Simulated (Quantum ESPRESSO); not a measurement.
# H on fcc sites of Rh(111): a series in the coverage, part 8 of 9

Wanted: a table for H on fcc sites of Rh(111) against the coverage, and what can be fitted to it.

Quantum ESPRESSO 7.5; plane-wave DFT, PBE, GBRV ultrasoft pseudopotentials.

So far. Step 8 (SCF with pw.x, 0.1111 ML): Inside the slab this potential holds the local part of the pseudopotentials, which can be repulsive at the nuclei; only its value in the vacuum has a meaning of its own. Step 9 (Relaxing the ions, 0.75 ML): The relaxation lowers the energy by 20 meV an atom. On the free atoms the largest force ends at 0.033 eV/Å.

### 10. Ground state, 0.75 ML

m7.esm.in

```
&control
  prefix = 'm7.esm'
  outdir = './out'
  pseudo_dir = './pseudo'
  calculation = 'scf'
  tprnfor = .true.
/
&system
  ibrav = 0
  nat = 15
  ntyp = 2
  ecutwfc = 40
  ecutrho = 200
  occupations = 'smearing'
  smearing = 'mv'
  degauss = 0.02
  assume_isolated = 'esm'
  esm_bc = 'bc1'
/
&electrons
  conv_thr = 1e-07
  mixing_beta = 0.25
  electron_maxstep = 160
  mixing_mode = 'local-TF'
  mixing_ndim = 12
/
ATOMIC_SPECIES
  Rh  102.9055  rh_pbe_v1.4.uspp.F.UPF
  H   1.0080  h_pbe_v1.4.uspp.F.UPF
CELL_PARAMETERS angstrom
  5.41933042357437 0.00000000000000 0.00000000000000
  2.70966521178718 4.69327781831728 0.00000000000000
  0.00000000000000 0.00000000000000 19.32405518480968
ATOMIC_POSITIONS crystal
  Rh  0.000000000000 0.500000000000 -0.139244000650
  Rh  0.500000000000 0.000000000000 -0.139244000650
  Rh  0.500000000000 0.500000000000 -0.139244000650
  Rh  0.000000000000 0.000000000000 -0.139244000650
  Rh  0.166666666700 0.666666666700 -0.024752898250
  Rh  0.666666666700 0.166666666700 -0.024752898250
  Rh  0.666666666700 0.666666666700 -0.024752898250
  Rh  0.166666666700 0.166666666700 -0.024752898250
  Rh  0.835374284100 0.329251431700 0.088518893850
  Rh  0.329251431700 0.835374284100 0.088518893850
  Rh  0.333333333300 0.333333333300 0.090146044950
  Rh  0.835374284100 0.835374284100 0.088518893850
  H   0.001861711900 0.499069144000 0.139244000650
  H   0.499069144000 0.001861711900 0.139244000650
  H   0.499069144000 0.499069144000 0.139244000650
K_POINTS automatic
  5 5 1 0 0 0
```

Launch:

```
$ OMP_NUM_THREADS=1 mpirun -n 16 pw.x -nk 2 -in m7.esm.in > m7.esm.out
```

The log of the run:

```text
[banner, memory and clock lines left out]
Program PWSCF v.7.5 starts
[...]
Message from routine setup:
[...]
number of electrons       =       183.00
     number of Kohn-Sham states=          110
     kinetic-energy cutoff     =      40.0000  Ry
     charge density cutoff     =     200.0000  Ry
[...]
number of k points=     5  Marzari-Vanderbilt smearing, width (Ry)=  0.0200
[...]
Dense  grid:   158253 G-vectors     FFT dimensions: (  48,  48, 180)
[...]
negative rho (up, down):  7.172E-01 0.000E+00
     Starting wfcs are  147 randomized atomic wfcs
[...]
negative rho (up, down):  7.279E-01 0.000E+00
[...]
estimated scf accuracy    <      22.92464905 Ry
[...]
negative rho (up, down):  7.445E-01 0.000E+00
[...]
estimated scf accuracy    <       3.55455748 Ry
[...]
negative rho (up, down):  7.963E-01 0.000E+00
[...]
estimated scf accuracy    <       2.26886355 Ry
[...]
negative rho (up, down):  7.911E-01 0.000E+00
[...]
estimated scf accuracy    <       0.10509368 Ry
[...]
negative rho (up, down):  7.869E-01 0.000E+00
[...]
estimated scf accuracy    <       0.09319430 Ry
[...]
negative rho (up, down):  7.765E-01 0.000E+00
[...]
estimated scf accuracy    <       0.03345433 Ry
[...]
negative rho (up, down):  7.752E-01 0.000E+00
[...]
estimated scf accuracy    <       0.06497756 Ry
[...]
negative rho (up, down):  7.732E-01 0.000E+00
[...]
estimated scf accuracy    <       0.01505127 Ry
[...]
negative rho (up, down):  7.675E-01 0.000E+00
[...]
estimated scf accuracy    <       0.00473957 Ry
[...]
negative rho (up, down):  7.560E-01 0.000E+00
[...]
estimated scf accuracy    <       0.00307589 Ry
[...]
negative rho (up, down):  7.414E-01 0.000E+00
[...]
estimated scf accuracy    <       0.00059705 Ry
[...]
negative rho (up, down):  7.409E-01 0.000E+00
[...]
estimated scf accuracy    <       0.00123402 Ry
[...]
negative rho (up, down):  7.364E-01 0.000E+00
[...]
estimated scf accuracy    <       0.00201874 Ry
[...]
negative rho (up, down):  7.362E-01 0.000E+00
[...]
estimated scf accuracy    <       0.00048483 Ry
[...]
negative rho (up, down):  7.363E-01 0.000E+00
[...]
estimated scf accuracy    <       0.00037291 Ry
[...]
negative rho (up, down):  7.340E-01 0.000E+00
[...]
estimated scf accuracy    <       0.00020902 Ry
[...]
negative rho (up, down):  7.342E-01 0.000E+00
[...]
estimated scf accuracy    <       0.00023552 Ry
[...]
negative rho (up, down):  7.325E-01 0.000E+00
[...]
estimated scf accuracy    <       0.00007475 Ry
[...]
negative rho (up, down):  7.322E-01 0.000E+00
[...]
estimated scf accuracy    <       0.00000796 Ry
[...]
negative rho (up, down):  7.321E-01 0.000E+00
[...]
estimated scf accuracy    <       0.00000576 Ry
[...]
negative rho (up, down):  7.321E-01 0.000E+00
[...]
estimated scf accuracy    <       0.00000297 Ry
[...]
negative rho (up, down):  7.321E-01 0.000E+00
[...]
estimated scf accuracy    <       0.00000348 Ry
[...]
negative rho (up, down):  7.321E-01 0.000E+00
[...]
estimated scf accuracy    <       0.00000286 Ry
[...]
negative rho (up, down):  7.321E-01 0.000E+00
[...]
estimated scf accuracy    <       0.00000411 Ry
[...]
negative rho (up, down):  7.322E-01 0.000E+00
[...]
estimated scf accuracy    <       0.00000184 Ry
[...]
negative rho (up, down):  7.322E-01 0.000E+00
[...]
estimated scf accuracy    <       0.00000033 Ry
[...]
negative rho (up, down):  7.322E-01 0.000E+00
[...]
the Fermi energy is    -5.1151 ev
!    total energy              =   -2057.53502999 Ry
     estimated scf accuracy    <       0.00000005 Ry
     smearing contrib. (-TS)   =      -0.00818182 Ry
     internal energy E=F+TS    =   -2057.52684817 Ry
[...]
one-electron contribution =   18589.05169752 Ry
     hartree contribution      =   -9304.53687091 Ry
     xc contribution           =    -360.91059423 Ry
     ewald contribution        =  -10981.13108054 Ry
     convergence has been achieved in  27 iterations
     negative rho (up, down):  7.322E-01 0.000E+00
[...]
Total force =     0.045906     Total SCF correction =     0.001621
[...]
```

Wall time 77 s (16 MPI ranks of Arm Neoverse V2, shared host); peak memory 2 GiB.

Read from the output:

- Fermi energy: -5.115 eV
- vacuum line at the lower end of the cell, over the Fermi level: 5.077 eV
- vacuum line at the upper end of the cell, over the Fermi level: 5.154 eV

Inside the slab this potential holds the local part of the pseudopotentials, which can be repulsive at the nuclei; only its value in the vacuum has a meaning of its own.

### 11. Relaxation with pw.x, 1 ML

System of this step: Rh(111), 3 layers, 1 sites a cell, 1 H on fcc sites. The cell holds 4 atoms: 3 Rh and 1 H. Cell: a = 2.710 Å, b = 2.710 Å, c = 19.324 Å, α = 90.0°, β = 90.0°, γ = 60.0°. It derives from Rh. Vacuum lies along c.

m8.relax.in

```
&control
  prefix = 'm8.relax'
  outdir = './out'
  pseudo_dir = './pseudo'
  nstep = 70
  forc_conv_thr = 0.0015
  calculation = 'relax'
/
&system
  ibrav = 0
  nat = 4
  ntyp = 2
  ecutwfc = 40
  ecutrho = 200
  occupations = 'smearing'
  smearing = 'mv'
  degauss = 0.02
/
&electrons
  conv_thr = 1e-07
  mixing_beta = 0.3
  electron_maxstep = 120
  mixing_mode = 'local-TF'
/
&ions
/
ATOMIC_SPECIES
  Rh  102.9055  rh_pbe_v1.4.uspp.F.UPF
  H   1.0080  h_pbe_v1.4.uspp.F.UPF
CELL_PARAMETERS angstrom
  2.70966521178718 0.00000000000000 0.00000000000000
  1.35483260589359 2.34663890915864 0.00000000000000
  0.00000000000000 0.00000000000000 19.32405518480968
ATOMIC_POSITIONS crystal
  Rh  0.000000000000 0.000000000000 0.365297590673 0 0 0
  Rh  0.333333333400 0.333333333400 0.479788693070 0 0 0
  Rh  0.666666666700 0.666666666700 0.594279795467
  H   0.000000000000 0.000000000000 0.634702409327
K_POINTS automatic
  10 10 1 0 0 0
```

Launch:

```
$ OMP_NUM_THREADS=1 mpirun -n 16 pw.x -nk 4 -in m8.relax.in > m8.relax.out
```

The log of the run:

```text
[banner, memory and clock lines left out]
Program PWSCF v.7.5 starts
[...]
Message from routine setup:
[...]
number of electrons       =        46.00
     number of Kohn-Sham states=           28
     kinetic-energy cutoff     =      40.0000  Ry
     charge density cutoff     =     200.0000  Ry
[...]
number of k points=    14  Marzari-Vanderbilt smearing, width (Ry)=  0.0200
[...]
Dense  grid:    39741 G-vectors     FFT dimensions: (  24,  24, 180)
[...]
negative rho (up, down):  1.784E-01 0.000E+00
     Starting wfcs are   37 randomized atomic wfcs
[...]
negative rho (up, down):  1.813E-01 0.000E+00
[...]
estimated scf accuracy    <       4.27922709 Ry
[...]
negative rho (up, down):  1.856E-01 0.000E+00
[...]
estimated scf accuracy    <       0.90738202 Ry
[...]
negative rho (up, down):  1.920E-01 0.000E+00
[...]
estimated scf accuracy    <       0.32075849 Ry
[...]
negative rho (up, down):  1.922E-01 0.000E+00
[...]
estimated scf accuracy    <       0.01636588 Ry
[...]
negative rho (up, down):  1.926E-01 0.000E+00
[...]
estimated scf accuracy    <       0.00880974 Ry
[...]
negative rho (up, down):  1.918E-01 0.000E+00
[...]
estimated scf accuracy    <       0.00114823 Ry
[...]
negative rho (up, down):  1.898E-01 0.000E+00
[...]
estimated scf accuracy    <       0.00056660 Ry
[...]
negative rho (up, down):  1.864E-01 0.000E+00
[...]
estimated scf accuracy    <       0.00028958 Ry
[...]
negative rho (up, down):  1.849E-01 0.000E+00
[...]
estimated scf accuracy    <       0.00030356 Ry
[...]
negative rho (up, down):  1.830E-01 0.000E+00
[...]
estimated scf accuracy    <       0.00021823 Ry
[...]
negative rho (up, down):  1.826E-01 0.000E+00
[...]
estimated scf accuracy    <       0.00001906 Ry
[...]
negative rho (up, down):  1.823E-01 0.000E+00
[...]
estimated scf accuracy    <       0.00002497 Ry
[...]
negative rho (up, down):  1.821E-01 0.000E+00
[...]
estimated scf accuracy    <       0.00000205 Ry
[...]
negative rho (up, down):  1.821E-01 0.000E+00
[...]
estimated scf accuracy    <       0.00000084 Ry
[...]
negative rho (up, down):  1.820E-01 0.000E+00
[...]
the Fermi energy is     3.9606 ev
!    total energy              =    -514.67599156 Ry
     estimated scf accuracy    <       0.00000010 Ry
     smearing contrib. (-TS)   =      -0.00282630 Ry
     internal energy E=F+TS    =    -514.67316526 Ry
[...]
one-electron contribution =   -3210.45709002 Ry
     hartree contribution      =    1618.03688766 Ry
     xc contribution           =     -90.48288234 Ry
     ewald contribution        =    1168.22991944 Ry
     convergence has been achieved in  15 iterations
     negative rho (up, down):  1.820E-01 0.000E+00
[...]
Total force =     0.048290     Total SCF correction =     0.000390
[...]
negative rho (up, down):  1.804E-01 0.000E+00
[...]
negative rho (up, down):  1.804E-01 0.000E+00
[...]
estimated scf accuracy    <       0.03105373 Ry
[...]
negative rho (up, down):  1.804E-01 0.000E+00
[...]
estimated scf accuracy    <       0.00421567 Ry
[...]
negative rho (up, down):  1.804E-01 0.000E+00
[...]
estimated scf accuracy    <       0.00092958 Ry
[...]
negative rho (up, down):  1.804E-01 0.000E+00
[...]
estimated scf accuracy    <       0.00033932 Ry
[...]
negative rho (up, down):  1.804E-01 0.000E+00
[...]
estimated scf accuracy    <       0.00000815 Ry
[...]
negative rho (up, down):  1.804E-01 0.000E+00
[...]
estimated scf accuracy    <       0.00000414 Ry
[...]
negative rho (up, down):  1.804E-01 0.000E+00
[...]
estimated scf accuracy    <       0.00000139 Ry
[...]
negative rho (up, down):  1.804E-01 0.000E+00
[...]
estimated scf accuracy    <       0.00000042 Ry
[...]
negative rho (up, down):  1.804E-01 0.000E+00
[...]
estimated scf accuracy    <       0.00000021 Ry
[...]
negative rho (up, down):  1.805E-01 0.000E+00
[...]
the Fermi energy is     3.9598 ev
!    total energy              =    -514.67806595 Ry
     estimated scf accuracy    <       0.00000009 Ry
     smearing contrib. (-TS)   =      -0.00264208 Ry
     internal energy E=F+TS    =    -514.67542388 Ry
[...]
one-electron contribution =   -3219.14113308 Ry
     hartree contribution      =    1622.37290851 Ry
     xc contribution           =     -90.47809062 Ry
     ewald contribution        =    1172.57089132 Ry
     convergence has been achieved in  10 iterations
     negative rho (up, down):  1.805E-01 0.000E+00
[...]
Total force =     0.037794     Total SCF correction =     0.000420
[...]
negative rho (up, down):  1.798E-01 0.000E+00
[...]
negative rho (up, down):  1.797E-01 0.000E+00
[...]
estimated scf accuracy    <       0.02896416 Ry
[...]
negative rho (up, down):  1.797E-01 0.000E+00
[...]
estimated scf accuracy    <       0.00399712 Ry
[...]
negative rho (up, down):  1.798E-01 0.000E+00
[...]
estimated scf accuracy    <       0.00082912 Ry
[...]
negative rho (up, down):  1.798E-01 0.000E+00
[...]
estimated scf accuracy    <       0.00029926 Ry
[...]
negative rho (up, down):  1.798E-01 0.000E+00
[...]
estimated scf accuracy    <       0.00000696 Ry
[...]
negative rho (up, down):  1.798E-01 0.000E+00
[...]
estimated scf accuracy    <       0.00000358 Ry
[...]
negative rho (up, down):  1.798E-01 0.000E+00
[...]
estimated scf accuracy    <       0.00000118 Ry
[...]
negative rho (up, down):  1.798E-01 0.000E+00
[...]
estimated scf accuracy    <       0.00000035 Ry
[...]
negative rho (up, down):  1.798E-01 0.000E+00
[...]
estimated scf accuracy    <       0.00000018 Ry
[...]
negative rho (up, down):  1.798E-01 0.000E+00
[...]
estimated scf accuracy    <       0.00000007 Ry
[...]
negative rho (up, down):  1.798E-01 0.000E+00
[...]
estimated scf accuracy    <       0.00000003 Ry
[...]
negative rho (up, down):  1.798E-01 0.000E+00
[...]
the Fermi energy is     3.9637 ev
!    total energy              =    -514.67968034 Ry
     estimated scf accuracy    <       0.00000002 Ry
     smearing contrib. (-TS)   =      -0.00244412 Ry
     internal energy E=F+TS    =    -514.67723621 Ry
[...]
one-electron contribution =   -3226.93906534 Ry
     hartree contribution      =    1626.26396284 Ry
     xc contribution           =     -90.47289173 Ry
     ewald contribution        =    1176.47075801 Ry
[...]
estimated scf accuracy    <       0.00020143 Ry
[...]
negative rho (up, down):  1.809E-01 0.000E+00
[...]
estimated scf accuracy    <       0.00006683 Ry
[...]
negative rho (up, down):  1.809E-01 0.000E+00
[...]
estimated scf accuracy    <       0.00000254 Ry
[...]
negative rho (up, down):  1.809E-01 0.000E+00
[...]
estimated scf accuracy    <       0.00000081 Ry
[...]
negative rho (up, down):  1.809E-01 0.000E+00
[...]
estimated scf accuracy    <       0.00000044 Ry
[...]
negative rho (up, down):  1.809E-01 0.000E+00
[...]
estimated scf accuracy    <       0.00000009 Ry
[...]
negative rho (up, down):  1.809E-01 0.000E+00
[...]
estimated scf accuracy    <       0.00000006 Ry
[...]
negative rho (up, down):  1.808E-01 0.000E+00
[...]
estimated scf accuracy    <       0.00000002 Ry
[...]
negative rho (up, down):  1.808E-01 0.000E+00
[...]
estimated scf accuracy    <          8.1E-09 Ry
[...]
negative rho (up, down):  1.808E-01 0.000E+00
[...]
the Fermi energy is     3.9629 ev
!    total energy              =    -514.68218290 Ry
     estimated scf accuracy    <          1.0E-09 Ry
     smearing contrib. (-TS)   =      -0.00187423 Ry
     internal energy E=F+TS    =    -514.68030867 Ry
[...]
one-electron contribution =   -3233.13367918 Ry
     hartree contribution      =    1629.35668857 Ry
     xc contribution           =     -90.44398572 Ry
     ewald contribution        =    1179.54066766 Ry
     convergence has been achieved in  12 iterations
     negative rho (up, down):  1.808E-01 0.000E+00
[...]
Total force =     0.011912     Total SCF correction =     0.000008
[...]
negative rho (up, down):  1.801E-01 0.000E+00
[...]
negative rho (up, down):  1.801E-01 0.000E+00
[...]
estimated scf accuracy    <       0.01478657 Ry
[...]
negative rho (up, down):  1.801E-01 0.000E+00
[...]
estimated scf accuracy    <       0.00148298 Ry
[...]
negative rho (up, down):  1.802E-01 0.000E+00
[...]
estimated scf accuracy    <       0.00082790 Ry
[...]
negative rho (up, down):  1.803E-01 0.000E+00
[...]
estimated scf accuracy    <       0.00025623 Ry
[...]
negative rho (up, down):  1.803E-01 0.000E+00
[...]
estimated scf accuracy    <       0.00000980 Ry
[...]
negative rho (up, down):  1.803E-01 0.000E+00
[...]
estimated scf accuracy    <       0.00000342 Ry
[...]
negative rho (up, down):  1.802E-01 0.000E+00
[...]
estimated scf accuracy    <       0.00000173 Ry
[...]
negative rho (up, down):  1.802E-01 0.000E+00
[...]
estimated scf accuracy    <       0.00000032 Ry
[...]
negative rho (up, down):  1.801E-01 0.000E+00
[...]
estimated scf accuracy    <       0.00000023 Ry
[...]
negative rho (up, down):  1.801E-01 0.000E+00
[...]
estimated scf accuracy    <       0.00000009 Ry
[...]
negative rho (up, down):  1.800E-01 0.000E+00
[...]
estimated scf accuracy    <       0.00000002 Ry
[...]
negative rho (up, down):  1.800E-01 0.000E+00
[...]
estimated scf accuracy    <          3.9E-09 Ry
[...]
negative rho (up, down):  1.800E-01 0.000E+00
[...]
the Fermi energy is     3.9585 ev
!    total energy              =    -514.68255085 Ry
     estimated scf accuracy    <          1.3E-09 Ry
     smearing contrib. (-TS)   =      -0.00188405 Ry
     internal energy E=F+TS    =    -514.68066680 Ry
[...]
one-electron contribution =   -3222.68390566 Ry
     hartree contribution      =    1624.13881117 Ry
     xc contribution           =     -90.43426916 Ry
     ewald contribution        =    1174.29869685 Ry
     convergence has been achieved in  13 iterations
     negative rho (up, down):  1.800E-01 0.000E+00
[...]
Total force =     0.008618     Total SCF correction =     0.000198
[...]
negative rho (up, down):  1.817E-01 0.000E+00
[...]
negative rho (up, down):  1.817E-01 0.000E+00
[...]
estimated scf accuracy    <       0.05201770 Ry
[...]
negative rho (up, down):  1.818E-01 0.000E+00
[...]
estimated scf accuracy    <       0.00468949 Ry
[...]
negative rho (up, down):  1.819E-01 0.000E+00
[...]
estimated scf accuracy    <       0.00276794 Ry
[...]
negative rho (up, down):  1.822E-01 0.000E+00
[...]
estimated scf accuracy    <       0.00089628 Ry
[...]
negative rho (up, down):  1.823E-01 0.000E+00
[...]
estimated scf accuracy    <       0.00003196 Ry
[...]
negative rho (up, down):  1.822E-01 0.000E+00
[...]
estimated scf accuracy    <       0.00001067 Ry
[...]
negative rho (up, down):  1.820E-01 0.000E+00
[...]
estimated scf accuracy    <       0.00000558 Ry
[...]
negative rho (up, down):  1.819E-01 0.000E+00
[...]
estimated scf accuracy    <       0.00000105 Ry
[...]
negative rho (up, down):  1.818E-01 0.000E+00
[...]
estimated scf accuracy    <       0.00000058 Ry
[...]
negative rho (up, down):  1.817E-01 0.000E+00
[...]
estimated scf accuracy    <       0.00000027 Ry
[...]
negative rho (up, down):  1.817E-01 0.000E+00
[...]
estimated scf accuracy    <       0.00000007 Ry
[...]
negative rho (up, down):  1.817E-01 0.000E+00
[...]
estimated scf accuracy    <       0.00000001 Ry
[...]
negative rho (up, down):  1.817E-01 0.000E+00
[...]
the Fermi energy is     3.9504 ev
!    total energy              =    -514.68285010 Ry
     estimated scf accuracy    <          1.2E-09 Ry
     smearing contrib. (-TS)   =      -0.00190978 Ry
     internal energy E=F+TS    =    -514.68094033 Ry
[...]
one-electron contribution =   -3203.86585530 Ry
     hartree contribution      =    1614.74166870 Ry
     xc contribution           =     -90.41952451 Ry
     ewald contribution        =    1164.86277079 Ry
     convergence has been achieved in  13 iterations
     negative rho (up, down):  1.817E-01 0.000E+00
[...]
Total force =     0.002451     Total SCF correction =     0.000090
[...]
negative rho (up, down):  1.821E-01 0.000E+00
[...]
negative rho (up, down):  1.821E-01 0.000E+00
[...]
estimated scf accuracy    <       0.00264043 Ry
[...]
negative rho (up, down):  1.821E-01 0.000E+00
[...]
estimated scf accuracy    <       0.00025942 Ry
[...]
negative rho (up, down):  1.821E-01 0.000E+00
[...]
estimated scf accuracy    <       0.00012533 Ry
[...]
negative rho (up, down):  1.821E-01 0.000E+00
[...]
estimated scf accuracy    <       0.00004211 Ry
[...]
negative rho (up, down):  1.821E-01 0.000E+00
[...]
estimated scf accuracy    <       0.00000147 Ry
[...]
negative rho (up, down):  1.821E-01 0.000E+00
[...]
estimated scf accuracy    <       0.00000054 Ry
[...]
negative rho (up, down):  1.821E-01 0.000E+00
[...]
estimated scf accuracy    <       0.00000026 Ry
[...]
negative rho (up, down):  1.821E-01 0.000E+00
[...]
estimated scf accuracy    <       0.00000005 Ry
[...]
negative rho (up, down):  1.821E-01 0.000E+00
[...]
estimated scf accuracy    <       0.00000004 Ry
[...]
negative rho (up, down):  1.820E-01 0.000E+00
[...]
estimated scf accuracy    <       0.00000002 Ry
[...]
negative rho (up, down):  1.820E-01 0.000E+00
[...]
estimated scf accuracy    <          5.2E-09 Ry
[...]
negative rho (up, down):  1.820E-01 0.000E+00
[...]
the Fermi energy is     3.9488 ev
!    total energy              =    -514.68286340 Ry
     estimated scf accuracy    <          5.8E-10 Ry
     smearing contrib. (-TS)   =      -0.00192674 Ry
     internal energy E=F+TS    =    -514.68093666 Ry
[...]
one-electron contribution =   -3199.99647530 Ry
     hartree contribution      =    1612.80914931 Ry
     xc contribution           =     -90.41756698 Ry
     ewald contribution        =    1162.92395631 Ry
     convergence has been achieved in  12 iterations
     negative rho (up, down):  1.820E-01 0.000E+00
[...]
Total force =     0.000679     Total SCF correction =     0.000019
[...]
```

Run time: 31 s. Hardware: 16 MPI ranks; peak memory 0.99 GiB.

The steps of the relaxation:

```csv
step,energy less that of the first step (eV),largest force (eV/Å)
1,0.0000,0.9491
2,-0.0282,0.7952
3,-0.0502,0.6314
4,-0.0695,0.3982
5,-0.0779,0.3038
6,-0.0806,0.3233
7,-0.0842,0.2986
8,-0.0892,0.2202
9,-0.0933,0.0603
10,-0.0935,0.0143
```

The atoms that moved most (Å):

```csv
atom,dx,dy,dz,length
H4,0.000,0.000,0.195,0.195
```

Final coordinates:

```cif
data_structure
_symmetry_space_group_name_H-M 'P 1'
_symmetry_Int_Tables_number 1
_cell_length_a 2.7097
_cell_length_b 2.7097
_cell_length_c 19.3241
_cell_angle_alpha 90.000
_cell_angle_beta 90.000
_cell_angle_gamma 60.000
_cell_volume 122.87
loop_
_atom_site_label
_atom_site_type_symbol
_atom_site_fract_x
_atom_site_fract_y
_atom_site_fract_z
_atom_site_occupancy
Rh1 Rh 0.00000 0.00000 0.36530 1
Rh2 Rh 0.33333 0.33333 0.47979 1
Rh3 Rh 0.66667 0.66667 0.59424 1
H4 H 0.00000 0.00000 0.64478 1
```

The relaxation lowers the energy by 23 meV an atom. On the free atoms the largest force ends at 0.014 eV/Å.

Numbers from this step:

```
free energy  : -7002.6171 eV
Fermi energy : 3.949 eV
```

[end of part 8 of 9]

[Logs are printed without paths, hosts, clocks, repeated set-up lines and the standing remarks that a program may print on its own settings, such as how far it seeks lower states.]

[Hosts, paths, dates, database ids (printed as entryN), source tags and the programs' standing remarks are cut or masked in the printed files.]

[Maps of the electrostatic potential energy from Ansatz leave out the sawtooth potential of an applied field or a dipole correction, so their vacuum need not be flat; planar profiles and work functions include it.]
